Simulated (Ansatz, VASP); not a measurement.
Se in VASP and in Ansatz

File INCAR:

```
SYSTEM = Se
ALGO     = Normal         ! electronic algorithm
EDIFF    = 1E-6           ! SCF threshold, eV
ENCUT    = 520            ! plane-wave cutoff, eV
GGA      = PS             ! functional
ISIF     = 2              ! what is computed and relaxed
ISMEAR   = 0              ! smearing method
LASPH    = .True.         ! aspherical terms in the spheres
LCHARG   = .False.        ! write CHGCAR
LREAL    = .False.        ! projectors in reciprocal space
LWAVE    = .False.        ! write WAVECAR
NBANDS   = 16             ! bands
NELM     = 100            ! most SCF steps
PREC     = Accurate       ! precision mode
SIGMA    = 0.01           ! smearing width, eV
```

KPOINTS

```
k-points
0
Gamma
  5 5 4
  0 0 0
```

The input POSCAR:

```
Se
1.0
    4.3662000000      0.0000000000      0.0000000000
   -2.1831000000      3.7812400000      0.0000000000
    0.0000000000      0.0000000000      4.9536000000
Se
3
Direct
    0.2254000000      0.0000000000      0.3333330000
    0.0000000000      0.2254000000      0.6666670000
    0.7746000000      0.7746000000      0.0000000000
```

Input for Ansatz:

```yaml
crystal:
  lattice:
    - [4.3662, 0.0, 0.0]
    - [-2.1831, 3.78124, 0.0]
    - [0.0, 0.0, 4.9536]
  atoms:
    - { symbol: Se, position: [0.2254, 0.0, 0.333333] }
    - { symbol: Se, position: [0.0, 0.2254, 0.666667] }
    - { symbol: Se, position: [0.7746, 0.7746, 0.0] }
kpoints:
  mp_grid: { grid: [5, 5, 4] }
hamiltonian:
  xc: pbesol
scf:
  occupations: { method: fixed }
output:
  forces: true
  stress: true
```

Alike in both runs: task single point; functional PBEsol; k mesh 5 × 5 × 4; no spin polarisation.

|  | VASP | Ansatz |
| --- | --- | --- |
| version | VASP 6.6.1 | Ansatz 0.2.0 |
| potentials or method | VASP PAW PBE potentials, release 64 (Se) | plane waves, PAW |
| plane-wave cutoff (eV) | 520 | 420 |
| occupations | gaussian, width 0.01 eV | fixed |
| valence electrons in the cell | 18 | 48 |

VASP gave:

| Item | Value |
| --- | --- |
| pressure (GPa) | 0.4 |
| largest component of the traceless stress (GPa) | 1.04 |
| rms of the force components (eV/Å) | 0.194 |

Task: Which values does Ansatz return?

Result: Pressure (GPa): 0.2; largest component of the traceless stress (GPa): 0.97; rms of the force components (eV/Å): 0.168.

Atom by atom the forces differ by 0.027 eV/Å (rms over components). The two sets of potentials don't hold the same shells in valence. Ansatz warned: «structure_snapped_to_symmetry».

Caveats: the PAW data sets were made with another functional, which shifts forces and pressure a little (VASP). A k mesh can miss the band edges.
